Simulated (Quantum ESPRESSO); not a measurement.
A run of Quantum ESPRESSO 7.5:

File pw.in:

```
&CONTROL
  calculation = 'scf'
  prefix = 'pwscf'
  outdir = './tmp'
  pseudo_dir = './pseudo'
  tprnfor = .true.
  disk_io = 'nowf'
/
&SYSTEM
  ibrav = 0
  nat = 1
  ntyp = 1
  ecutwfc = 70
  nbnd = 15
  input_dft = 'XC-005I-000I-000I-000I-497L-498L'
  occupations = 'smearing'
  smearing = 'fd'
  degauss = 0.00367493
  nqx1 = 4
  nqx2 = 4
  nqx3 = 4
  ecutfock = 140
  exx_fraction = 0.35
  nosym = .true.
/
&ELECTRONS
  conv_thr = 1d-07
  electron_maxstep = 120
  mixing_beta = 0.5
  adaptive_thr = .true.
/
ATOMIC_SPECIES
Ag   107.8682 Ag_ONCV_PBE-1.2.upf
CELL_PARAMETERS bohr
   0.0000000000    3.8602380411    3.8602380411
   3.8602380411    0.0000000000    3.8602380411
   3.8602380411    3.8602380411    0.0000000000
ATOMIC_POSITIONS bohr
Ag     0.0000000000    0.0000000000    0.0000000000
K_POINTS automatic
4 4 4 0 0 0
```

Potentials or basis: SG15 PBE 1.2.

Launch:

```sh
$ OMP_NUM_THREADS=1 mpirun -n 2 pw.x -nk 2 -in pw.in > pw.out
```

Hardware: 2 MPI ranks on Arm Neoverse V2 (shared host).

Problem. Estimate the wall time of this run.

Solution. It took 8.4 min on 2 MPI ranks on Arm Neoverse V2, on a shared host, peak memory 0.56 GiB a rank. Counts: scf iterations 21, k pools 2, bands 15, k points 36, g dense 9185.
